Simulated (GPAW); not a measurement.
# YN (Fm-3m) in GPAW: equation of state

How stiff is YN in PBEsol, and what volume does it want? The cell is scaled to several volumes.

Program: GPAW 26.7.0. These are calculated values, not measurements. Logs are shortened: lines on timing, memory, paths and dates and some standing lists are left out, and cuts for length are marked. The log counts tension as positive stress, the text compression.

## 1. The structure

It takes space group Fm-3m (No. 225, cubic). Conventional cell: a = 4.877 Å, b = 4.877 Å, c = 4.877 Å, α = 90.00°, β = 90.00°, γ = 90.00°. Around Y (site symmetry m-3m) lie 6 N at 2.44 Å. N (site symmetry m-3m) is surrounded by 6 Y at 2.44 Å.

## 2. Equation of state, PBEsol

run.py

```python
from ase import Atoms
from ase.eos import EquationOfState
from ase.io import Trajectory
from ase.units import GPa
from gpaw import GPAW, PW, setup_paths

setup_paths.insert(0, '.')

atoms = Atoms(['Y', 'N'],
              cell=[[0.0, 2.4385, 2.4385],
                    [2.4385, 0.0, 2.4385],
                    [2.4385, 2.4385, 0.0]],
              scaled_positions=[[0.0, 0.0, 0.0],
                                [0.5, 0.5, 0.5]],
              pbc=True)

traj = Trajectory('eos.traj', 'w')
volumes, energies = [], []
for x in [0.94, 0.96, 0.98, 1.0, 1.02, 1.04, 1.06]:
    a = atoms.copy()
    a.set_cell(atoms.cell * x**(1 / 3), scale_atoms=True)
    calc = GPAW(mode=PW(800),
                xc='PBEsol',
                kpts={'size': (9, 9, 9), 'gamma': True},
                occupations={'name': 'fermi-dirac', 'width': 0.05},
                nbands=18,
                convergence={'density': 1e-05, 'energy': 1e-05},
                maxiter=150,
                txt=f'eos-{x:.2f}.txt')
    a.calc = calc
    energies.append(a.get_potential_energy(force_consistent=True))
    volumes.append(a.get_volume())
    p = -a.get_stress()[:3].mean() / GPa
    calc.write(f'eos-{x:.2f}.gpw')
    traj.write(a)
    print(f'{x:.2f} {volumes[-1]:10.4f} A^3 {energies[-1]:14.6f} eV {p:9.3f} GPa', flush=True)

v0, e0, B = EquationOfState(volumes, energies, eos='birchmurnaghan').fit()
print(f'V0 = {v0:.4f} A^3, E0 = {e0:.6f} eV, B0 = {B / GPa:.2f} GPa')
```

Potentials or basis: PAW data sets generated in the run's folder for this functional, pw.

Run with:

```bash
> gpaw-setup -f PBEsol N Y
> OMP_NUM_THREADS=1 python run.py
```

The log of the run:

```text
__  _  _
 | _ |_)|_||  |
 |__||  | ||/\| - 26.7.0

Input parameters:
  mode=PW(ecut=800.0),
  convergence={'density': 1e-05, 'energy': 1e-05},
  kpts=MonkhorstPack(size=(9, 9, 9), gamma=True),
  maxiter=150,
  nbands=18,
  occupations=Occupations(name='fermi-dirac', width=0.05),
  xc=XC(name='PBEsol')

Diagonalizing LCAO Hamiltonian
Converting LCAO to pw mode

               N

       Y

Atoms  # Å, Bohr magnetons
|   | symbol |        x |        y |        z |    initial magnetic moments |
|---|--------|----------|----------|----------|-----------------------------|
| 0 |      Y | 0.000000 | 0.000000 | 0.000000 | ( 0.0000,  0.0000,  0.0000) |
| 1 |      N | 2.388721 | 2.388721 | 2.388721 | ( 0.0000,  0.0000,  0.0000) |

Unit cell  # Å
| periodic |        x |        y |        z |  lengths |    angles |
|----------|----------|----------|----------|----------|-----------|
|      yes | 0.000000 | 2.388721 | 2.388721 | 3.378161 | 60.000000 |
|      yes | 2.388721 | 0.000000 | 2.388721 | 3.378161 | 60.000000 |
|      yes | 2.388721 | 2.388721 | 0.000000 | 3.378161 | 60.000000 |

Number of symmetries: 48
Symmetry operations  # r_c * U_cc + t_c -> r_c
|    | kind |            matrix            |
|----|------|------------------------------|
|  0 |  σ   |  1, 0, 0,  1, 0,-1,  1,-1, 0 |
|  1 |  C2  |  1, 0, 0,  1,-1, 0,  1, 0,-1 |
|  2 |  E   |  1, 0, 0,  0, 1, 0,  0, 0, 1 |
|  3 |  σ   |  1, 0, 0,  0, 0, 1,  0, 1, 0 |
|  4 |  C4  |  1, 0,-1,  1, 0, 0,  1,-1, 0 |
|  5 |  S6  |  1, 0,-1,  1,-1, 0,  1, 0, 0 |
|  6 |  σ   |  1, 0,-1,  0, 1,-1,  0, 0,-1 |
|  7 |  C3  |  1, 0,-1,  0, 0,-1,  0, 1,-1 |
|  8 |  S6  |  1,-1, 0,  1, 0, 0,  1, 0,-1 |
|  9 |  C4  |  1,-1, 0,  1, 0,-1,  1, 0, 0 |
| 10 |  C3  |  1,-1, 0,  0,-1, 1,  0,-1, 0 |
| 11 |  σ   |  1,-1, 0,  0,-1, 0,  0,-1, 1 |
| 12 |  σ   |  0, 1, 0,  1, 0, 0,  0, 0, 1 |
| 13 |  C4  |  0, 1, 0,  0, 1,-1, -1, 1, 0 |
| 14 |  C3  |  0, 1, 0,  0, 0, 1,  1, 0, 0 |
| 15 |  S6  |  0, 1, 0, -1, 1, 0,  0, 1,-1 |
| 16 |  C2  |  0, 1,-1,  1, 0,-1,  0, 0,-1 |
| 17 |  σ   |  0, 1,-1,  0, 1, 0, -1, 1, 0 |
| 18 |  S4  |  0, 1,-1,  0, 0,-1,  1, 0,-1 |
| 19 |  C4  |  0, 1,-1, -1, 1, 0,  0, 1, 0 |
| 20 |  C3  |  0, 0, 1,  1, 0, 0,  0, 1, 0 |
| 21 |  σ   |  0, 0, 1,  0, 1, 0,  1, 0, 0 |
| 22 |  S6  |  0, 0, 1,  0,-1, 1, -1, 0, 1 |
| 23 |  C4  |  0, 0, 1, -1, 0, 1,  0,-1, 1 |
| 24 |  S4  |  0, 0,-1,  1, 0,-1,  0, 1,-1 |
| 25 |  C3  |  0, 0,-1,  0, 1,-1,  1, 0,-1 |
| 26 |  C2  |  0, 0,-1,  0,-1, 0, -1, 0, 0 |
| 27 |  S6  |  0, 0,-1, -1, 0, 0,  0,-1, 0 |
| 28 |  S4  |  0,-1, 1,  1,-1, 0,  0,-1, 0 |
| 29 |  C4  |  0,-1, 1,  0, 0, 1, -1, 0, 1 |
| 30 |  C2  |  0,-1, 1,  0,-1, 0,  1,-1, 0 |
| 31 |  σ   |  0,-1, 1, -1, 0, 1,  0, 0, 1 |
| 32 |  C3  |  0,-1, 0,  1,-1, 0,  0,-1, 1 |
| 33 |  S6  |  0,-1, 0,  0, 0,-1, -1, 0, 0 |
| 34 |  S4  |  0,-1, 0,  0,-1, 1,  1,-1, 0 |
| 35 |  C2  |  0,-1, 0, -1, 0, 0,  0, 0,-1 |
| 36 |  C2  | -1, 1, 0,  0, 1, 0,  0, 1,-1 |
| 37 |  S6  | -1, 1, 0,  0, 1,-1,  0, 1, 0 |
| 38 |  S4  | -1, 1, 0, -1, 0, 1, -1, 0, 0 |
| 39 |  C3  | -1, 1, 0, -1, 0, 0, -1, 0, 1 |
| 40 |  S6  | -1, 0, 1,  0, 0, 1,  0,-1, 1 |
| 41 |  C2  | -1, 0, 1,  0,-1, 1,  0, 0, 1 |
| 42 |  C3  | -1, 0, 1, -1, 1, 0, -1, 0, 0 |
| 43 |  S4  | -1, 0, 1, -1, 0, 0, -1, 1, 0 |
| 44 |  C2  | -1, 0, 0,  0, 0,-1,  0,-1, 0 |
| 45 |  i   | -1, 0, 0,  0,-1, 0,  0, 0,-1 |
| 46 |  σ   | -1, 0, 0, -1, 1, 0, -1, 0, 1 |
| 47 |  C2  | -1, 0, 0, -1, 0, 1, -1, 1, 0 |

BZ-sampling:
  Number of BZ points: 729
  Number of IBZ points: 35

  Monkhorst-Pack size: [9, 9, 9]
  Monkhorst-Pack shift: [0, 0, 0]

K-points  # in reciprocal-cell coordinates
|     |                                coordinates |     weight |
|-----|--------------------------------------------|------------|
|   0 | (  0.00000000,   0.00000000,   0.00000000) | 0.00137174 |
|   1 | (  0.11111111,   0.11111111,   0.00000000) | 0.00823045 |
|   2 | (  0.11111111,   0.11111111,   0.11111111) | 0.01097394 |
|   3 | (  0.22222222,   0.11111111,   0.11111111) | 0.01646091 |
|   4 | (  0.22222222,   0.22222222,   0.00000000) | 0.00823045 |
|   5 | (  0.22222222,   0.22222222,   0.11111111) | 0.03292181 |
|   6 | (  0.22222222,   0.22222222,   0.22222222) | 0.01097394 |
|   7 | (  0.33333333,   0.22222222,   0.11111111) | 0.03292181 |
|   8 | (  0.33333333,   0.22222222,   0.22222222) | 0.03292181 |
|   9 | (  0.33333333,   0.33333333,  -0.33333333) | 0.01646091 |
| ... |                                            |            |
|  34 | (  0.44444444,   0.44444444,   0.44444444) | 0.01097394 |

Plane wave coefficients: 1420
Cutoff: 800.0 eV

Spin-components: 1 (collinear spins)
Bands:           18
Projectors:      11
Spin-degeneracy: 2
Datatype:        complex128

Parallelization:
  kpt:    1
  domain: 1
  band:   1

Density:
  Valence electrons: 16.0
  Components: 1
  Grid points: [24 24 24]
  Charge: 0.0  # |e|

Potential:
  Grid points: [24 24 24]

species:
  Y:
    name:    Yttrium
    Z:       39.0
    valence: 11
    core:    28
    charge:  0.0  # [|e|]
    compensation charges:
      type: gauss
      rc: 0.40  # [Å]
      lmax: 2
    cutoffs:
      filter: 2.39  # [Å]
      core: 1.70  # [Å]
    projectors
    | kind |    occ | energy [eV] | rcut [Å] |
    |------|--------|-------------|----------|
    |   4s |  2.000 |     -47.929 |    1.328 |
    |   5s |  2.000 |      -4.119 |    1.328 |
    |   4p |  6.000 |     -27.892 |    1.318 |
    |   5p |  0.000 |      -1.425 |    1.318 |
    |   4d |  1.000 |      -2.527 |    1.286 |
    |    d |        |      24.684 |    1.286 |

    Using partial waves for Y as LCAO basis

  N:
    name:    Nitrogen
    Z:       7.0
    valence: 5
    core:    2
    charge:  0.0  # [|e|]
    compensation charges:
      type: gauss
      rc: 0.18  # [Å]
      lmax: 2
    cutoffs:
      filter: 1.11  # [Å]
      core: 0.96  # [Å]
    projectors
    | kind |    occ | energy [eV] | rcut [Å] |
    |------|--------|-------------|----------|
    |   2s |  2.000 |     -18.455 |    0.603 |
    |   2p |  3.000 |      -7.035 |    0.529 |
    |    s |        |       8.756 |    0.603 |
    |    p |        |      20.177 |    0.529 |
    |    d |        |       0.000 |    0.577 |

    Using partial waves for N as LCAO basis

Reference energy: -93513.408812  # eV

eigensolver:
  PPCG
  Converge bands: occupied
  niter=2

density mixing:
  MSR1-Mixer
  Pratt-step length: 0.05
  Maximum mixing coefficient: 0.75
  Old densities: 10
  SVD Regularization: 0.005
  Good broyden scale: 1.0
  Trust region scale: 1.0
  Backstep threshold: 4.0
  History deletion threshold: 6.0
  Fourier metric: weight=20.0, sigma=0.015

occupation numbers:
  Fermi-Dirac:
    width: 0.0500  # eV

poisson solver:
  ecut: 6400.0  # eV

xc functional:
  name: PBEsol with 2 nearest neighbor stencil

convergence criteria:
- Maximum integral of absolute [dens]ity change: 1e-05 electrons / valence electron
- Maximum [total energy] change in last 3 cyles: 1e-05 eV / valence electron
- Maximum integral of absolute [eigenst]ate change: 4e-08 eV^2 / valence electron
maximum number of iterations: 150

SCF iterations
|iter     | |      energy | eigst |  dens |
|---------|-|-------------|-------|-------|
|iter:   1| |  -19.415984 | -0.22 |       |
|iter:   2| |  -18.769582 | -2.17 | -0.83 |
|iter:   3| |  -17.441294 | -1.29 | -0.89 |
|iter:   4| |  -17.432767 | -2.74 | -1.51 |
|iter:   5| |  -17.434860 | -3.20 | -1.71 |
|iter:   6| |  -17.434233 | -4.67 | -2.58 |
|iter:   7| |  -17.434239 | -5.94 | -3.24 |
|iter:   8| |  -17.434242c| -7.24 | -3.84 |
|iter:   9| |  -17.434241c| -8.10c| -4.21 |
|iter:  10| |  -17.434241c| -9.33c| -5.42c|

Converged in 10 steps
Energy contributions relative to reference atoms: (reference = -93513.408812)

Energy contributions:
  Kinetic:          20.557295
  Coulomb:         -19.398810
  Zero:             -0.240258
  External:          0.000000
  Xc:              -18.352048
  Entropy:          -0.000841
  Spinorbit:         0.000000
  ----------------------------
  Free energy:     -17.434662
  Extrapolated:    -17.434241

dipole moment: (-17.817098, -17.817098, -17.817098)  # |e|*Ang

Fermi level: 9.031
Eigenvalues  # (at kpt = [0.000, 0.000, 0.000])
| band index |      eig [eV] | occ [0-2] |
|------------|---------------|-----------|
|          0 |       -31.354 |     2.000 |
|          1 |       -10.984 |     2.000 |
|          2 |       -10.984 |     2.000 |
|          3 |       -10.984 |     2.000 |
|          4 |        -3.968 |     2.000 |
|          5 |         9.026 |     1.053 |
|          6 |         9.026 |     1.053 |
|          7 |         9.026 |     1.053 |
|          8 |        12.233 |     0.000 |
|          9 |        12.233 |     0.000 |
|         10 |        12.233 |     0.000 |
|         11 |        13.778 |     0.000 |
|         12 |        14.418 |     0.000 |
|         13 |        14.418 |     0.000 |
|         14 |        19.988 |     0.000 |
|         15 |        33.649 |     0.000 |
|        ... |               |           |
|         17 |        33.649 |     0.000 |

Gap: 0.059 eV
Transition (v -> c):
  (s=0, k=0, n=7, [0.00, 0.00, 0.00]) -> (s=0, k=30, n=8, [0.44, 0.44, 0.00])
Direct/indirect transitions are different
Direct gap: 0.408 eV
Transition at: (s=0, k=30, n=7, [0.44, 0.44, 0.00])

Stress tensor  # eV/Ang^3
|         x |         y |         z |
|-----------|-----------|-----------|
| -0.050217 | -0.000000 |  0.000000 |
| -0.000000 | -0.050217 |  0.000000 |
|  0.000000 |  0.000000 | -0.050217 |

# Writing to eos-0.94.gpw (mode='')
```

It took 2.3 min on 1 thread of Arm Neoverse V2, shared host; peak memory 0.22 GiB.

Results:

```yaml
Equilibrium_volume: 14.26 Å³/atom
Bulk_modulus: 171 GPa
Pressure_derivative_of_the_bulk_modulus: 4.1
```

Energy against volume, from the lowest point:
| volume (Å³/atom) | energy (meV/atom) |
| --- | --- |
| 13.630 | 15.95 |
| 13.920 | 4.40 |
| 14.210 | 0.00 |
| 14.500 | 2.05 |
| 14.790 | 9.80 |
| 15.080 | 22.79 |
| 15.370 | 40.51 |
